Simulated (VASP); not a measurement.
Here is a VASP 6.6.1 calculation.

The input INCAR:

```
SYSTEM = Ga
PREC = Accurate
ENCUT = 520
EDIFF = 1E-7
ISMEAR = -1
SIGMA = 0.05
LREAL = .FALSE.
LASPH = .TRUE.
NELM = 60
ALGO = Normal
ISIF = 2
LWAVE = .FALSE.
LCHARG = .FALSE.
GGA = PE
NBANDS = 20
```

The input KPOINTS:

```
Automatic mesh
0
G
  10 8 7
  0 0 0
```

Contents of POSCAR:

```
Ga
1.0
    2.7784220849      0.0000000000      0.0000000000
    0.0000000000      3.2816087900      0.0000000000
   -1.3434310986      0.0000000000      3.9902731763
Ga
2
Direct
    0.1345962700      0.7500000000      0.7701668300
    0.8654037300      0.2500000000      0.2298331700
```

Potentials or basis: VASP PAW PBE potentials, release 64 (Ga_d).

Launch:

```console
$ cat potpaw_PBE.64/Ga_d/POTCAR > POTCAR
$ mpirun -np 1 vasp_std > vasp.out
```

Predict the band gap on the k mesh.

none (metal or under the smearing width).

What does it give for the pressure?

3.2 GPa.

Forces on the atoms (eV/Å):
```
Ga  -0.006  0.000 -0.087
Ga   0.006  0.000  0.087
```
